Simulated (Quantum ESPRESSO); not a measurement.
# Os: zone-centre phonons under several settings

```
Os
1.0
     2.73410    0.00000    0.00000
    -1.36705    2.36780    0.00000
     0.00000    0.00000    4.31970
Os
2
Direct
  0.66667 0.33333 0.75000
  0.33333 0.66667 0.25000
```

All runs used Quantum ESPRESSO 7.5; potentials PseudoDojo 0.4.1 SR PBE standard; relaxed cell; no spin polarisation; cutoff 1007 eV.

```tsv
level	k mesh (s: shifted)	occupations	volume (Å³/atom)	lowest optical mode without the field (cm⁻¹)	highest optical mode without the field (cm⁻¹)
PBE+D3(BJ)	11 × 11 × 6	cold, width 0.272 eV	14.00	150	222
rev-vdW-DF2	9 × 9 × 5	methfessel-paxton, width 0.2 eV	?	?	?
```

What stands in the row left open?

Volume 14.10 Å³/atom; lowest optical mode without the field 163 cm⁻¹; highest optical mode without the field 225 cm⁻¹.

Caveats: the mesh is thin for the phonons of a metal; pairwise dispersion overbinds metals, which lowers pressure and volume (some runs); the potentials were made for another functional, which shifts forces and pressure (some runs).

For the row left open. Caveat: the mesh is thin for the phonons of a metal; the potentials were made for another functional, which shifts forces and pressure.
